Q: The band gap of this gallium nitride series rises smoothly as the crystal is compressed, and it stays direct in every row. I see nothing to distrust.

Zinc-blende GaN (two-atom cell) computed with Ansatz 0.2.0 using DFT with the PBE functional, PAW potentials and plane waves up to 420 eV, without spin polarisation or spin-orbit coupling. The k mesh is 10×10×10 and the Fermi-Dirac smearing 0.02 eV wide. The cells are the r2SCAN-relaxed cell and hydrostatically strained copies of it.

```tsv
volume (Å³/atom)	shortest distance (Å)	band gap (eV)	least direct gap (eV)
9.725	1.849	2.749	2.749
9.752	1.850	2.732	2.732
9.789	1.853	2.710	2.710
10.042	1.868	2.549	2.549
11.091	1.931	1.916	1.916
11.191	1.937	1.858	1.858
11.375	1.948	1.756	1.756
11.719	1.967	1.564	1.564
11.894	1.977	1.470	1.470
13.410	2.057	0.715	0.715
```

A: Smoothness only tells you that neighbouring rows agree with each other. An error that all rows share is just as smooth. Take the row at 11.375 Å³/atom, the only unstrained one, whose cell was relaxed with a different functional, r2SCAN. Its PBE gap of 1.76 eV corresponds to light of 706 nm, so this crystal would absorb nearly all visible light.

Real cubic gallium nitride is transparent to visible light and starts to absorb in the near ultraviolet. Its gap is roughly 3.3 eV, a recalled value, so PBE gives about half of it. Someone who designed a light-emitting layer from this number would expect deep red light from a material that emits in the near ultraviolet.

Q: Could the cell simply have the wrong size? The gap depends strongly on volume.

A: It does, and the reason is chemical. The lowest empty level at the zone centre is, by the standard assignment, the antibonding combination of Ga 4s and N 2s. Its bonding partner is the lowest valence level. When the atoms move apart, the two orbitals overlap less and the pair closes up: its separation shrinks from 20.1 eV at 9.789 Å³/atom to 17.3 eV at 11.719 Å³/atom. The antibonding level comes down towards the valence top, which is mostly N 2p, and the gap narrows.

So a functional that makes this crystal too large narrows its gap by that alone, whatever else it does to the electrons. The same error need not narrow the gap of silicon, whose lowest empty level lies away from the zone centre and has a different bonding character.

Q: Does PBE make this crystal too large?

A: It appears so. The pressure shows that PBE wants a larger cell than r2SCAN. At the r2SCAN cell PBE gives +6.2 GPa, which means that the crystal pushes outwards and wants to expand. The cubic edge of that cell is 4.50 Å, close to the measured edge of roughly 4.5 Å that I recall. PBE's own edge, found below from the pressure, is 4.55 Å. A value remembered as 4.5 Å is too rough to choose between the two, so I take the r2SCAN cell as the good geometry on the understanding that the measured edge lies nearer to it and that PBE usually overshoots.

Q: How much gap does that expansion cost?

A: You can work it out from two rows. The PBE pressure is +0.64 GPa at 11.719 Å³/atom and −1.86 GPa at 11.894 Å³/atom, so it passes through zero between them. On a straight line, the fraction of the way is

$$f=\frac{0.64}{0.64+1.86}\approx 0.26 .$$

The gaps of the same two rows are 1.564 and 1.470 eV. The gap at PBE's own volume is then

$$E_{\mathrm{PBE}}\approx 1.564-0.26\,(1.564-1.470)\approx 1.54\ \mathrm{eV}.$$

Compared with 1.76 eV at the r2SCAN cell, the expansion costs about 0.2 eV. A straight line is safe here because the two rows differ by only 1.5 % in volume. The total energies agree with the result, since the lowest of the ten belongs to the row at 11.719 Å³/atom, right beside the interpolated minimum. The output below gives this estimate together with the other differences I use.

Q: So there are two errors, and they add.

A: They do. At its own volume PBE falls about 1.8 eV short of the real gap. Roughly 0.2 eV of that comes from the oversized cell, and about 1.5 eV is already there at the good geometry. With the r2SCAN cell taken as the true one, the volume accounts for only about an eighth of the failure, and for less if the real edge is a little longer.

The compressed end of the table makes the same point without any interpolation. At 9.725 Å³/atom the cell has lost 14.5 % of its volume and is under almost 50 GPa, with the atoms held in the zinc-blende arrangement. Even there the gap is 0.55 eV below that of the real crystal at ordinary pressure. No believable mistake in the lattice constant could be that large, so the fault must lie in how the functional treats the electrons.

Q: What does it get wrong about them?

A: Consider what a gap means. It is the energy needed to take an electron out of the crystal, less the energy gained when an electron is added to it. A PBE calculation does neither. It solves for the crystal with its normal number of electrons and reads off the distance between the highest filled level $\varepsilon_v$ and the lowest empty level $\varepsilon_c$. In exact density-functional theory the two quantities are related by

$$E_g=(\varepsilon_c-\varepsilon_v)+\Delta_{xc}.$$

Here $E_g$ is the true gap and $\Delta_{xc}$ is a jump in the exchange-correlation potential, which occurs as soon as the electron count passes the filled bands. PBE builds its potential from the local density and its gradients. One extra electron spread over a large crystal hardly changes either of them, so the PBE potential does not jump. The table therefore holds only the bracket, and PBE's bracket is itself approximate. How the 1.5 eV divides between the missing jump and the error of the bracket cannot be read from these runs.

A hybrid functional treats the same crystal differently. It mixes in some exact exchange, which acts differently on filled and empty orbitals, and this usually widens the gap.

Q: Could I have noticed the trouble without knowing the measured gap?

A: The Ga 3d levels give a second warning, although they too need something to compare with. At 11.719 Å³/atom the 3d triplet at the zone centre lies 13.5 eV below the valence top. Photoemission puts this shell at roughly 17 eV, again a recalled value. In PBE an electron partly repels itself, and this false repulsion is strongest in a compact shell such as 3d. The shell is pushed up and ends too close to the valence band. The comparison is rough, because an orbital level is not the removal energy that photoemission measures.

Q: Does that affect the gap, when the 3d shell is so far below it?

A: It does, through mixing with N 2p. At the zone centre the five 3d levels split into a triplet and a doublet. Symmetry lets the triplet mix with the N 2p levels at the valence top, while the doublet finds no partner there. When two levels mix, the lower one moves down and the upper one moves up. A 3d shell that lies too high mixes too strongly, lifts the valence top too far and so narrows the gap.

The order of the levels is a sign of this mixing, though it cannot show that the mixing is too strong. The negative charge of four nitrogen neighbours alone would put the doublet below the triplet. In the calculation at 11.719 Å³/atom the triplet is the lower of the two, by 0.3 eV, as mixing with N 2p would make it. Direct overlap between the 3d shells of neighbouring Ga atoms pushes the same way, but at this distance it is expected to be the smaller part.

Q: Then perhaps the 3d shell explains the whole 1.5 eV.

A: The levels make that unlikely, though they do not rule it out. Mixing lifts the valence top by about as much as it lowers the triplet, but the 0.3 eV splitting is only what remains of that lowering after the opposing push from the nitrogen charge, which these runs do not give separately. If that push is small, as I expect for so compact a shell, the whole lift is a few tenths of an eV. Only the excess counts as error, and a shell at 17 eV instead of 13.5 eV would be expected to remove only part of the lift. Aluminium nitride points the same way. Aluminium has no filled d shell near the valence band, yet semilocal functionals such as PBE also give this compound a gap that is much too small. The absent jump in the potential affects both nitrides, and the shallow d shell is a small extra burden on gallium nitride. For a neighbouring material, you can therefore expect too small a gap from PBE in any case, and a further narrowing where a filled d shell lies close below the valence band.

Q: Can I repair the table by adding 1.5 eV to every row?

A: For the unstrained row that only restores the value you compared it with. For the strained rows it assumes that the error does not depend on volume, and a comparison at one volume cannot test this. There is a reason for caution: the triplet lies 0.5 eV below the doublet at 9.789 Å³/atom, against 0.3 eV at 11.719 Å³/atom, so the mixing seems to grow as the bonds shorten. My guess is that the part of the error due to the 3d shell changes with it, though that part is small. The larger part may change too, since the screening is expected to weaken as the gap widens. If you need the gap of the crystal under pressure, calculate at least two volumes with a method that treats the gap better, and see whether the correction stays the same.

The analysis program printed:

```
Gap and pressure:
     row  pressure_GPa  gap_eV  change_from_unstrained_eV
   9.725         49.61   2.749                      0.993
   9.752         48.57   2.732                      0.976
   9.789          47.2    2.71                      0.954
  10.042          38.5   2.549                      0.793
  11.091         11.54   1.916                       0.16
  11.191         9.567   1.858                      0.102
  11.375          6.22   1.756                          0
  11.719        0.6448   1.564                     -0.192
  11.894        -1.862    1.47                     -0.286
   13.41        -16.79   0.715                     -1.041
Gap of the unstrained r2SCAN cell, eV: 1.756
Shortfall of that gap against the rough recalled 3.3 eV, eV: 1.544
That gap as percentage of the recalled one: 53.21
Wavelength of the absorption edge for the PBE gap, nm: 706.1
Wavelength for the rough recalled gap, nm: 375.7
Cubic edge of the r2SCAN cell, angstrom: 4.498
Volume at zero PBE pressure, interpolated, cubic angstrom per atom: 11.76
Cubic edge at zero PBE pressure, angstrom: 4.549
PBE volume excess over the r2SCAN cell, percent: 3.42
Gap at zero PBE pressure, interpolated, eV: 1.54
Gap lost by going to the PBE volume, eV: 0.2162
Total shortfall at the PBE volume, eV: 1.76
Share of the volume in that total shortfall, percent: 12.28
Volume reduction of the most compressed row against the unstrained one, percent: 14.51
Gap gained by that compression, eV: 0.993
Shortfall left in the most compressed row against 3.3 eV, eV: 0.551
Ga 3d doublet below the valence top at 11.719, eV: 13.17
Ga 3d triplet below the valence top at 11.719, eV: 13.47
Missing depth of the 3d triplet against the rough recalled 17 eV, eV: 3.532
Triplet below doublet at 11.719, eV: 0.2939
Triplet below doublet at 9.789, eV: 0.5089
Separation of lowest and conduction singlets at 9.789, eV: 20.11
Separation of lowest and conduction singlets at 11.719, eV: 17.3
```
